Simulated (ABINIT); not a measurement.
# Nb (Fm-3m) in ABINIT: a series of runs

The runs below take Nb through equation of state, with LDA, PBEsol, r2SCAN.

Everything below comes from runs of ABINIT 10.8.3 (patched build). Logs are shortened: lines on timing, memory, paths and dates and some standing lists are left out, and cuts for length are marked. The log counts tension as positive stress, the text compression.

### Step 1. The crystal as given

Symmetry: Fm-3m, No. 225, cubic system. The conventional cell has a = 4.230 Å, b = 4.230 Å, c = 4.230 Å, α = 90.00°, β = 90.00°, γ = 90.00°. Nb (site symmetry m-3m) has 12 Nb at 2.99 Å as nearest neighbours.

This isn't the form of Nb at room conditions, which is bcc.

### Step 2. Equation of state, LDA

The input, run.abi:

```
# Datasets: one volume each
ndtset 7
getwfk -1
scalecart1 3*0.9795861087
scalecart2 3*0.9864848297
scalecart3 3*0.9932883884
scalecart4 3*1.0000000000
scalecart5 3*1.0066227096
scalecart6 3*1.0131594038
scalecart7 3*1.0196128224

# Pseudopotentials
pp_dirpath "./"
pseudos "Nb.LDA_PW-JTH.xml"

# Structure
acell 3*1.0 Angstrom
rprim
     0.0000000000     2.1150000000     2.1150000000
     2.1150000000     0.0000000000     2.1150000000
     2.1150000000     2.1150000000     0.0000000000
ntypat 1
znucl 41
natom 1
typat 1
xred
     0.0000000000     0.0000000000     0.0000000000

# Plane-wave basis
ecut 435.382180 eV
pawecutdg 32.0

# k points
kptopt 1
ngkpt 11 11 11
nshiftk 1
shiftk 0.0 0.0 0.0

# Exchange and correlation
ixc 7

# Bands and occupations
nband 11
occopt 3
tsmear 0.00183747

# SCF cycle
nstep 100
tolvrs 1.0e-9

# Output
iomode 3
prtwf 1
prtden 0
prteig 0
prtebands 0
enunit 1
```

Potentials or basis: JTH PAW LDA v2.0.

The run is started by

```console
$ abinit run.abi > log 2>&1
```

run.abo:

```text
.Version 10.8.3 of ABINIT
 DATASET    1 : space group Fm -3 m (#225); Bravais cF (face-center cubic)
================================================================================
 Values of the parameters that define the memory need for DATASET  1.
     intxc =       0    ionmov =       0      iscf =      17    lmnmax =      18
     lnmax =       6     mgfft =      20  mpssoang =       3    mqgrid =    3001
     natom =       1  nloc_mem =       2    nspden =       1   nspinor =       1
    nsppol =       1      nsym =      48    n1xccc =       1    ntypat =       1
    occopt =       3   xclevel =       1
       mpw =         376          nfft =        8000          nkpt =          56
 PAW method is used; the additional fine FFT grid is defined by:
   mgfftf=        30    nfftf =     27000
================================================================================
================================================================================
[... 71 lines left out ...]
 DATASET    7 : space group Fm -3 m (#225); Bravais cF (face-center cubic)
================================================================================
 Values of the parameters that define the memory need for DATASET  7.
     intxc =       0    ionmov =       0      iscf =      17    lmnmax =      18
     lnmax =       6     mgfft =      24  mpssoang =       3    mqgrid =    3001
     natom =       1  nloc_mem =       2    nspden =       1   nspinor =       1
    nsppol =       1      nsym =      48    n1xccc =       1    ntypat =       1
    occopt =       3   xclevel =       1
       mpw =         428          nfft =       13824          nkpt =          56
 PAW method is used; the additional fine FFT grid is defined by:
   mgfftf=        30    nfftf =     27000
================================================================================
================================================================================

--------------------------------------------------------------------------------
------------- Echo of variables that govern the present computation ------------
--------------------------------------------------------------------------------
 -outvars: echo values of preprocessed input variables --------
            acell      1.8897261259E+00  1.8897261259E+00  1.8897261259E+00 Bohr
              amu      9.29063800E+01
             ecut      1.60000000E+01 Hartree
           enunit           1
           getwfk          -1
                       outvar_i_n : Printing only first  50 k-points.
              ixc           7
           jdtset        1    2    3    4    5    6    7
                       outvar_i_n : Printing only first  50 k-points.
         kptrlatt       11    0    0      0   11    0      0    0   11
          kptrlen1     6.09059245E+01
          kptrlen2     6.13348536E+01
          kptrlen3     6.17578660E+01
          kptrlen4     6.21751615E+01
          kptrlen5     6.25869295E+01
          kptrlen6     6.29933496E+01
[... 44 lines left out ...]
           tolvrs      1.00000000E-09
           tsmear      1.83747000E-03 Hartree
            typat      1
           useylm           1
                       outvars : Printing only first  50 k-points.
            znucl       41.00000

================================================================================

 chkinp: Checking input parameters for consistency, jdtset=   1.

 chkinp: Checking input parameters for consistency, jdtset=   2.
[... 40 lines left out ...]
 getcut: wavevector=  0.0000  0.0000  0.0000  ngfft=  30  30  30
         ecut(hartree)=     32.000   => boxcut(ratio)=   2.13008

--- Pseudopotential description ------------------------------------------------
- pspini: atom type   1  psp file is ./Nb.LDA_PW-JTH.xml
 Pseudopotential format is: paw10
 basis_size (lnmax)=  6 (lmn_size= 18), orbitals=   0   0   1   1   2   2
 Spheres core radius: rc_sph= 2.22094190
 Shapefunction is BESSEL type: shapef(r,l)=aa(1,l)*jl(q(1,l)*r)+aa(2,l)*jl(q(2,l)*r)
 Radius for shape functions =  1.90969629
 Compensation charge density is not taken into account in XC energy/potential

   2.00986716E+02                                ecore*ucvol(ha*bohr**3)
--------------------------------------------------------------------------------

================================================================================

--- !BeginCycle
iteration_state: {dtset: 1, }
solver: {iscf: 17, nstep: 100, nline: 4, wfoptalg: 10, }
tolerances: {tolvrs: 1.00E-09, }
...
[... 1179 lines left out ...]
-Cartesian components of stress tensor (GPa)         [Pressure= -1.8802E+01 GPa]
- sigma(1 1)=  1.88019383E+01  sigma(3 2)=  0.00000000E+00
- sigma(2 2)=  1.88019383E+01  sigma(3 1)=  0.00000000E+00
- sigma(3 3)=  1.88019383E+01  sigma(2 1)=  0.00000000E+00

== END DATASET(S) ==============================================================
================================================================================

 -outvars: echo values of variables after computation  --------
            acell      1.8897261259E+00  1.8897261259E+00  1.8897261259E+00 Bohr
           etotal1    -5.7710646626E+01
           etotal2    -5.7710388329E+01
           etotal3    -5.7709830488E+01
           etotal4    -5.7708992503E+01
           etotal5    -5.7707912311E+01
           etotal6    -5.7706605744E+01
           etotal7    -5.7705102305E+01
            fcart1    -0.0000000000E+00 -0.0000000000E+00 -0.0000000000E+00
            fcart2    -0.0000000000E+00 -0.0000000000E+00 -0.0000000000E+00
            fcart3    -0.0000000000E+00 -0.0000000000E+00 -0.0000000000E+00
            fcart4    -0.0000000000E+00 -0.0000000000E+00 -0.0000000000E+00
            fcart5    -0.0000000000E+00 -0.0000000000E+00 -0.0000000000E+00
            fcart6    -0.0000000000E+00 -0.0000000000E+00 -0.0000000000E+00
            fcart7    -0.0000000000E+00 -0.0000000000E+00 -0.0000000000E+00
            rprim1     0.0000000000E+00  2.0718246199E+00  2.0718246199E+00
                       2.0718246199E+00  0.0000000000E+00  2.0718246199E+00
                       2.0718246199E+00  2.0718246199E+00  0.0000000000E+00
[... 17 lines left out ...]
                       2.1564811194E+00  2.1564811194E+00  0.0000000000E+00
           strten1     5.2866165774E-05  5.2866165774E-05  5.2866165774E-05
                       0.0000000000E+00  0.0000000000E+00  0.0000000000E+00
           strten2     1.7760304928E-04  1.7760304928E-04  1.7760304928E-04
                       0.0000000000E+00  0.0000000000E+00  0.0000000000E+00
           strten3     2.9006429055E-04  2.9006429055E-04  2.9006429055E-04
                       0.0000000000E+00  0.0000000000E+00  0.0000000000E+00
           strten4     3.9208285926E-04  3.9208285926E-04  3.9208285926E-04
                       0.0000000000E+00  0.0000000000E+00  0.0000000000E+00
           strten5     4.8330885203E-04  4.8330885203E-04  4.8330885203E-04
                       0.0000000000E+00  0.0000000000E+00  0.0000000000E+00
           strten6     5.6560469408E-04  5.6560469408E-04  5.6560469408E-04
                       0.0000000000E+00  0.0000000000E+00  0.0000000000E+00
           strten7     6.3906489512E-04  6.3906489512E-04  6.3906489512E-04
                       0.0000000000E+00  0.0000000000E+00  0.0000000000E+00
 Calculation completed.
```

Wall time 33 s (1 thread of Arm Neoverse V2, shared host); peak memory 0.11 GiB.

Results:

```yaml
Equilibrium_volume: "17.68 Å³/atom (rough: see the caveat)"
Bulk_modulus: 187 GPa (rough)
```

Energy against volume, from the lowest point:
```csv
volume (Å³/atom),energy (meV/atom)
17.786,0.00
18.165,7.03
18.543,22.21
18.922,45.01
19.300,74.40
19.679,109.96
20.057,150.87
```

Caveat: pressures at fixed basis lie under the slope of the energies; the minimum lies outside the volumes run.

### Step 3. Equation of state, PBEsol

run.abi, as its differences from that of step 2:

```diff
@@ -13,3 +13,3 @@
 pp_dirpath "./"
-pseudos "Nb.LDA_PW-JTH.xml"
+pseudos "Nb.GGA_PBE-JTH.xml"
 
@@ -31,2 +31,3 @@
 pawecutdg 32.0
+pawxcdev 0
 
@@ -39,3 +40,3 @@
 # Exchange and correlation
-ixc 7
+ixc -116133
```

Potentials or basis: JTH PAW PBE v2.0.

The run is started by

```console
$ abinit run.abi > log 2>&1
```

run.abo:

```text
.Version 10.8.3 of ABINIT
 DATASET    1 : space group Fm -3 m (#225); Bravais cF (face-center cubic)
================================================================================
 Values of the parameters that define the memory need for DATASET  1.
     intxc =       0    ionmov =       0      iscf =      17    lmnmax =      18
     lnmax =       6     mgfft =      20  mpssoang =       3    mqgrid =    3001
     natom =       1  nloc_mem =       2    nspden =       1   nspinor =       1
    nsppol =       1      nsym =      48    n1xccc =       1    ntypat =       1
    occopt =       3   xclevel =       2
       mpw =         376          nfft =        8000          nkpt =          56
 PAW method is used; the additional fine FFT grid is defined by:
   mgfftf=        30    nfftf =     27000
================================================================================
================================================================================
[... 71 lines left out ...]
 DATASET    7 : space group Fm -3 m (#225); Bravais cF (face-center cubic)
================================================================================
 Values of the parameters that define the memory need for DATASET  7.
     intxc =       0    ionmov =       0      iscf =      17    lmnmax =      18
     lnmax =       6     mgfft =      24  mpssoang =       3    mqgrid =    3001
     natom =       1  nloc_mem =       2    nspden =       1   nspinor =       1
    nsppol =       1      nsym =      48    n1xccc =       1    ntypat =       1
    occopt =       3   xclevel =       2
       mpw =         428          nfft =       13824          nkpt =          56
 PAW method is used; the additional fine FFT grid is defined by:
   mgfftf=        30    nfftf =     27000
================================================================================
================================================================================

--------------------------------------------------------------------------------
------------- Echo of variables that govern the present computation ------------
--------------------------------------------------------------------------------
 -outvars: echo values of preprocessed input variables --------
            acell      1.8897261259E+00  1.8897261259E+00  1.8897261259E+00 Bohr
              amu      9.29063800E+01
             ecut      1.60000000E+01 Hartree
           enunit           1
           getwfk          -1
                       outvar_i_n : Printing only first  50 k-points.
[... 113 lines left out ...]
 Compensation charge density is not taken into account in XC energy/potential

   2.03574856E+02                                ecore*ucvol(ha*bohr**3)
--------------------------------------------------------------------------------

================================================================================

--- !BeginCycle
iteration_state: {dtset: 1, }
solver: {iscf: 17, nstep: 100, nline: 4, wfoptalg: 10, }
tolerances: {tolvrs: 1.00E-09, }
...
[... 1161 lines left out ...]
-Cartesian components of stress tensor (GPa)         [Pressure= -1.5418E+01 GPa]
- sigma(1 1)=  1.54175897E+01  sigma(3 2)=  0.00000000E+00
- sigma(2 2)=  1.54175897E+01  sigma(3 1)=  0.00000000E+00
- sigma(3 3)=  1.54175897E+01  sigma(2 1)=  0.00000000E+00

== END DATASET(S) ==============================================================
================================================================================

 -outvars: echo values of variables after computation  --------
            acell      1.8897261259E+00  1.8897261259E+00  1.8897261259E+00 Bohr
           etotal1    -5.7513992411E+01
           etotal2    -5.7514082588E+01
           etotal3    -5.7513861238E+01
           etotal4    -5.7513348708E+01
           etotal5    -5.7512584345E+01
           etotal6    -5.7511584476E+01
           etotal7    -5.7510379266E+01
            fcart1    -0.0000000000E+00 -0.0000000000E+00 -0.0000000000E+00
            fcart2    -0.0000000000E+00 -0.0000000000E+00 -0.0000000000E+00
            fcart3    -0.0000000000E+00 -0.0000000000E+00 -0.0000000000E+00
            fcart4    -0.0000000000E+00 -0.0000000000E+00 -0.0000000000E+00
            fcart5    -0.0000000000E+00 -0.0000000000E+00 -0.0000000000E+00
            fcart6    -0.0000000000E+00 -0.0000000000E+00 -0.0000000000E+00
            fcart7    -0.0000000000E+00 -0.0000000000E+00 -0.0000000000E+00
            rprim1     0.0000000000E+00  2.0718246199E+00  2.0718246199E+00
                       2.0718246199E+00  0.0000000000E+00  2.0718246199E+00
                       2.0718246199E+00  2.0718246199E+00  0.0000000000E+00
[... 17 lines left out ...]
                       2.1564811194E+00  2.1564811194E+00  0.0000000000E+00
           strten1    -8.5744551838E-05 -8.5744551838E-05 -8.5744551838E-05
                       0.0000000000E+00  0.0000000000E+00  0.0000000000E+00
           strten2     4.3839208033E-05  4.3839208033E-05  4.3839208033E-05
                       0.0000000000E+00  0.0000000000E+00  0.0000000000E+00
           strten3     1.6076785689E-04  1.6076785689E-04  1.6076785689E-04
                       0.0000000000E+00  0.0000000000E+00  0.0000000000E+00
           strten4     2.6682077002E-04  2.6682077002E-04  2.6682077002E-04
                       0.0000000000E+00  0.0000000000E+00  0.0000000000E+00
           strten5     3.6165889971E-04  3.6165889971E-04  3.6165889971E-04
                       0.0000000000E+00  0.0000000000E+00  0.0000000000E+00
           strten6     4.4730475178E-04  4.4730475178E-04  4.4730475178E-04
                       0.0000000000E+00  0.0000000000E+00  0.0000000000E+00
           strten7     5.2403322372E-04  5.2403322372E-04  5.2403322372E-04
                       0.0000000000E+00  0.0000000000E+00  0.0000000000E+00
 Calculation completed.
```

Wall time 49 s (1 thread of Arm Neoverse V2, shared host); peak memory 0.12 GiB.

Results:

```yaml
Equilibrium_volume: 18.08 Å³/atom
Bulk_modulus: 178 GPa
Pressure_derivative_of_the_bulk_modulus: 4.0
```

Energy against volume, from the lowest point:
```csv
volume (Å³/atom),energy (meV/atom)
17.786,2.45
18.165,0.00
18.543,6.02
18.922,19.97
19.300,40.77
19.679,67.98
20.057,100.77
```

Caveat: pressures at fixed basis lie under the slope of the energies; the PAW data sets were made with another functional, which shifts forces and pressure a little.

(Part 1 of 2 ends here.)
